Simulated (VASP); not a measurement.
Output of a VASP run:

### OUTCAR
```
 ion  position               nearest neighbor table
   1  0.500  0.500  0.500-   3 2.86   4 2.86   5 2.86   3 2.86   4 2.86   4 2.86   5 2.86   4 2.86
                             3 2.86   5 2.86   3 2.86   5 2.86   2 3.50   2 3.50   2 3.50   2 3.50
   2  0.000  0.000  0.000-   3 2.02   4 2.02   5 2.02   5 2.02   3 2.02   4 2.02   1 3.50   1 3.50
                             1 3.50   1 3.50   1 3.50   1 3.50   1 3.50   1 3.50
   3  0.000  0.500  0.000-   2 2.02   2 2.02   1 2.86   1 2.86   1 2.86   1 2.86
   4  0.500  0.000  0.000-   2 2.02   2 2.02   1 2.86   1 2.86   1 2.86   1 2.86
   5  0.000  0.000  0.500-   2 2.02   2 2.02   1 2.86   1 2.86   1 2.86   1 2.86
  LATTYP: Found a simple cubic cell.
 ALAT       =     4.0398830000
 Subroutine PRICEL returns:
 Original cell was already a primitive cell.
 Subroutine GETGRP returns: Found 48 space group operations
The static configuration has the point symmetry O_h .
The dynamic configuration has the point symmetry O_h .
 Subroutine INISYM returns: Found 48 space group operations
 Subroutine IBZKPT returns following result:
 Found     35 irreducible k-points:

 Following reciprocal coordinates:
            Coordinates               Weight
  0.000000  0.000000  0.000000      1.000000
  0.125000  0.000000  0.000000      6.000000
  0.250000  0.000000  0.000000      6.000000
  0.375000  0.000000  0.000000      6.000000
  0.500000  0.000000  0.000000      3.000000
  0.125000  0.125000  0.000000     12.000000
  0.250000  0.125000  0.000000     24.000000
  0.375000  0.125000  0.000000     24.000000
  0.500000  0.125000  0.000000     12.000000
  0.250000  0.250000  0.000000     12.000000
  0.375000  0.250000  0.000000     24.000000
  0.500000  0.250000  0.000000     12.000000
  0.375000  0.375000  0.000000     12.000000
  0.500000  0.375000  0.000000     12.000000
  0.500000  0.500000  0.000000      3.000000
  0.125000  0.125000  0.125000      8.000000
  0.250000  0.125000  0.125000     24.000000
  0.375000  0.125000  0.125000     24.000000
  0.500000  0.125000  0.125000     12.000000
  0.250000  0.250000  0.125000     24.000000
  0.375000  0.250000  0.125000     48.000000
  0.500000  0.250000  0.125000     24.000000
  0.375000  0.375000  0.125000     24.000000
  0.500000  0.375000  0.125000     24.000000
  0.500000  0.500000  0.125000      6.000000
  0.250000  0.250000  0.250000      8.000000
  0.375000  0.250000  0.250000     24.000000
  0.500000  0.250000  0.250000     12.000000
  0.375000  0.375000  0.250000     24.000000
  0.500000  0.375000  0.250000     24.000000
  0.500000  0.500000  0.250000      6.000000
  0.375000  0.375000  0.375000      8.000000
  0.500000  0.375000  0.375000     12.000000
  0.500000  0.500000  0.375000      6.000000
  0.500000  0.500000  0.500000      1.000000
   k-points           NKPTS =     35   k-points in BZ     NKDIM =     35   number of bands    NBANDS=     25
   number of dos      NEDOS =    301   number of ions     NIONS =      5
   total plane-waves  NPLWV =  21952
   dimension x,y,z NGX =    28 NGY =   28 NGZ =   28
   dimension x,y,z NGXF=    56 NGYF=   56 NGZF=   56
   ions per type =               1   1   3
   PREC   = accura    normal or accurate (medium, high low for compatibility)
   ISTART =      0    job   : 0-new  1-cont  2-samecut
   ICHARG =      2    charge: 1-file 2-atom 10-const
   ISPIN  =      1    spin polarized calculation?
   LNONCOLLINEAR =      F non collinear calculations
   LSORBIT =      F    spin-orbit coupling
   INIWAV =      1    electr: 0-lowe 1-rand  2-diag
   ENCUT  =  400.0 eV  29.40 Ry    5.42 a.u.   6.59  6.59  6.59*2*pi/ulx,y,z
   NELM   =    100;   NELMIN=  2; NELMDL= -5     # of ELM steps
   EDIFF  = 0.1E-05   stopping-criterion for ELM
   LREAL  =      F    real-space projection
   NLSPLINE    = F    spline interpolate recip. space projectors
   LMAXMIX     =    4 max onsite mixed and CHGCAR
   VOSKOWN=      0    Vosko Wilk Nusair interpolation
   EDIFFG = 0.1E-04   stopping-criterion for IOM
   NSW    =      0    number of steps for IOM
   NBLOCK =      1;   KBLOCK =      1    inner block; outer block
   IBRION =     -1    ionic relax: 0-MD 1-quasi-New 2-CG
...
```

### OSZICAR
```
       N       E                     dE             d eps       ncg     rms          rms(c)
DAV:   1     0.396663653037E+03    0.39666E+03   -0.18763E+04  1847   0.188E+03
DAV:   2    -0.490235811257E+00   -0.39715E+03   -0.38239E+03  2086   0.488E+02
DAV:   3    -0.383198545170E+02   -0.37830E+02   -0.37148E+02  1984   0.149E+02
DAV:   4    -0.401152802112E+02   -0.17954E+01   -0.17932E+01  2708   0.294E+01
DAV:   5    -0.401420766964E+02   -0.26796E-01   -0.26791E-01  2270   0.302E+00    0.142E+01
DAV:   6    -0.355745168287E+02    0.45676E+01   -0.23992E+01  2570   0.643E+01    0.682E+00
DAV:   7    -0.355469716065E+02    0.27545E-01   -0.15652E+00  2040   0.792E+00    0.345E+00
DAV:   8    -0.354698401546E+02    0.77131E-01   -0.25224E-01  2511   0.375E+00    0.697E-01
DAV:   9    -0.354581928970E+02    0.11647E-01   -0.60158E-02  2665   0.262E+00    0.165E-01
DAV:  10    -0.354585415107E+02   -0.34861E-03   -0.49710E-03  2599   0.708E-01    0.891E-02
DAV:  11    -0.354583705805E+02    0.17093E-03   -0.15118E-03  2625   0.403E-01    0.224E-02
DAV:  12    -0.354583689363E+02    0.16442E-05   -0.69039E-05  2135   0.636E-02    0.150E-02
DAV:  13    -0.354583672874E+02    0.16489E-05   -0.12802E-05  2564   0.241E-02    0.166E-03
DAV:  14    -0.354583673085E+02   -0.21051E-07   -0.32636E-07  1080   0.577E-03
   1 F= -.35458367E+02 E0= -.35458367E+02  d E =-.161730E-12
```

File OUTCAR:
```
------------------------ aborting loop because EDIFF is reached ----------------------------------------
  FORCE on cell =-STRESS in cart. coord.  units (eV):
  Direction    XX          YY          ZZ          XY          YZ          ZX
  --------------------------------------------------------------------------------------
  Total        1.4548964      1.4548964      1.4548964     -0.0000000     -0.0000000      0.0000000
  in kB       35.3538144     35.3538144     35.3538144     -0.0000000     -0.0000000      0.0000000
  external PRESSURE =      35.3538144 kB  Pullay stress =       0.0000000 kB
  volume of cell :       65.93
      direct lattice vectors                 reciprocal lattice vectors
     4.039883000  0.000000000  0.000000000     0.247531921  0.000000000  0.000000000
     0.000000000  4.039883000  0.000000000     0.000000000  0.247531921  0.000000000
     0.000000000  0.000000000  4.039883000     0.000000000  0.000000000  0.247531921
 POSITION                                       TOTAL-FORCE (eV/Angst)
 -----------------------------------------------------------------------------------
      2.01994      2.01994      2.01994         0.000000      0.000000      0.000000
      0.00000      0.00000      0.00000         0.000000      0.000000      0.000000
      0.00000      2.01994      0.00000         0.000000      0.000000      0.000000
      2.01994      0.00000      0.00000         0.000000      0.000000      0.000000
      0.00000      0.00000      2.01994         0.000000      0.000000      0.000000
 -----------------------------------------------------------------------------------
    total drift:                                0.000000      0.000000     -0.000000
  FREE ENERGIE OF THE ION-ELECTRON SYSTEM (eV)
  ---------------------------------------------------
  free  energy   TOTEN  =       -35.4583673085 eV

  energy  without entropy=      -35.4583673085  energy(sigma->0) =      -35.45836731
```
(Selected blocks of OUTCAR.)

**POSCAR**
```
BaSnO3
1
    4.0398830000     0.0000000000     0.0000000000
    0.0000000000     4.0398830000     0.0000000000
    0.0000000000     0.0000000000     4.0398830000
Ba Sn O
1 1 3
Direct
  0.5000000000   0.5000000000   0.5000000000
  0.0000000000   0.0000000000   0.0000000000
  0.0000000000   0.5000000000   0.0000000000
  0.5000000000   0.0000000000   0.0000000000
  0.0000000000   0.0000000000   0.5000000000
```

Question: Reconstruct the remaining input files.

Answer: One answer among several that fit: the input of the run itself, LDA (Ceperley-Alder, Perdew-Zunger), plane waves, VASP's LDA PAW potentials (set 64).

KPOINTS:
```
Automatic mesh
0
Gamma
8 8 8
0 0 0
```

### INCAR
```
LREAL = .False.
LWAVE = .False.
LASPH = .True.
NELM = 100
ENCUT = 400   # plane-wave cut-off (eV)
ALGO = Normal   # blocked Davidson
LCHARG = .False.
ISMEAR = -1   # Fermi-Dirac
LMAXMIX = 4   # l cut-off of mixed one-centre charges
EDIFF = 1E-6
SYSTEM = BaSnO3
PREC = Accurate
ISIF = 2
SIGMA = 0.02
```

POTCAR, in this order: Ba_sv Sn_d O (LDA.64 set). Program: vasp_std.

At this cut-off the stress carries a Pulay error, which pulls relaxed volumes low.

The structure comes from a computed database's BaSnO3 entry; how it stands against other phases isn't given here. The cell was not relaxed at this level. The run is one of a series of settings (GGA removed, POTCAR Ba_sv Sn_d O (LDA.64 set) against the base run), some of them coarse on purpose.
